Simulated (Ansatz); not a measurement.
# TePt: relaxation of cell and atoms with r2SCAN+D4

TePt:

```
CELL_PARAMETERS angstrom
3.55919 0.00000 0.00000
0.00000 3.55919 0.00000
0.00000 0.00000 3.55919
ATOMIC_POSITIONS crystal
Pt 0.00000 0.00000 0.00000
Te 0.50000 0.50000 0.50000
```

Measurements of this composition are mostly on another form, of space group No. 166.

```
Program             : Ansatz 0.2.0
Task                : relaxation of cell and atoms
Functional          : r2SCAN
Dispersion          : D4
Potentials or basis : Ansatz PAW
Cutoff              : 500 eV (not typed: the program's choice for these potentials)
k mesh              : 8 × 8 × 8
Occupations         : fermi-dirac, width 0.05 eV
Spin                : no spin polarisation
```

```
Relaxed volume                         : 19.88 Å³/atom
Relaxed cell                           : a = 3.413 Å, b = 3.413 Å, c = 3.413 Å, α = 90.00°, β = 90.00°, γ = 90.00°
Space group after relaxing (to 0.05 Å) : Pm-3m (No. 221)
Energy gained by relaxing              : 118.6 meV/atom
Ionic steps                            : 6
Pressure after relaxing                : 0.0 GPa
Band gap on the k mesh                 : none (metal or under the smearing width)
```

Step by step:
```tsv
step	energy change (eV)	largest force (eV/Å)	volume (Å³)
1	0.0000	0.0000	45.09
2	-0.2281	0.0000	38.81
3	-0.2373	0.0000	40.06
4	-0.2383	0.0000	39.78
5	-0.2383	0.0000	39.76
6	-0.2373	0.0000	39.76
```

Final structure:
```
CELL_PARAMETERS angstrom
3.41317 0.00000 0.00000
0.00000 3.41317 0.00000
0.00000 0.00000 3.41317
ATOMIC_POSITIONS crystal
Pt 0.00000 0.00000 0.00000
Te 0.50000 0.50000 0.50000
```

Levels at points of the mesh, in eV from the Fermi level:
| k point | band 13 | band 14 | band 15 | band 16 | band 17 | band 18 | band 19 | band 20 | band 21 |
| --- | --- | --- | --- | --- | --- | --- | --- | --- | --- |
| (0.00, 0.00, 0.00) | -2.79 | -2.79 | -2.79 | -1.58 | -1.58 | -1.58 | 0.89 | 7.31 | 7.31 |
| (0.00, 0.00, -0.50) | -4.61 | -4.34 | -2.73 | -1.93 | 2.54 | 2.54 | 5.21 | 5.60 | 5.85 |
| (0.00, -0.50, -0.50) | -4.88 | -3.50 | -3.50 | -2.07 | -1.97 | -0.51 | 0.74 | 8.58 | 8.58 |
| (-0.50, -0.50, -0.50) | -7.25 | -1.92 | -1.92 | 1.11 | 1.11 | 1.11 | 1.18 | 1.18 | 1.18 |

Wall time 12 s on 2 threads of Arm Neoverse V2, on a shared host, peak memory 0.43 GiB.

Caveat: the plane-wave basis is chosen anew once the cell has moved, so the energies of steps on either side of that aren't comparable; pairwise dispersion overbinds metals, which lowers pressure and volume; the PAW data sets come from PBE, with cores solved anew for the run's functional, which leaves a small shift of forces and pressure. Spin-orbit coupling is left out, which matters for the levels of Pt, Te.
